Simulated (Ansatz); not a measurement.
HgTe under changes of volume

One of the cells (32.157 Å³/atom); the others are scaled copies at fixed shape and fractional positions:

```xyz
2
Lattice="0.0000 3.1800 3.1800 3.1800 0.0000 3.1800 3.1800 3.1800 0.0000" Properties=species:S:1:pos:R:3 pbc="T T T"
Hg    0.0000    0.0000    0.0000
Te    3.1800    3.1800    3.1800
```

Measurements of this composition are mostly on another form, of space group No. 216.

| Property | Result |
| --- | --- |
| Program | Ansatz 0.2.0 |
| Functional | PBE |
| Potentials or basis | all-electron LAPW, scalar-relativistic |
| Cutoff | 203 eV (chosen from the basis error) |
| Basis error allowed | 0.0005 eV/atom |
| k mesh | 7 × 7 × 7 |
| Occupations | fermi-dirac, width 0.05 eV |
| Spin | no spin polarisation |

```csv
volume (Å³/atom),energy over the lowest point (meV/atom),pressure (GPa)
30.228,0.00,-1.9
30.871,?,?
31.514,20.76,-3.2
32.157,34.80,-3.7
32.801,50.82,-4.2
33.444,68.52,-4.6
34.087,87.66,-4.9
```

Q: What does the run at 30.871 Å³/atom give?

A: Energy over the lowest point 9.04 meV/atom; pressure -2.6 GPa.

Worked out: A Birch-Murnaghan fit of order 3 (a polynomial in V^(-2/3)) to the other rows has no minimum within the range. It gives 9.04 meV/atom at 30.871 Å³/atom, against the run's 9.04, and -dE/dV = -2.6 GPa, against -2.6.

Energies are extrapolated to zero smearing.
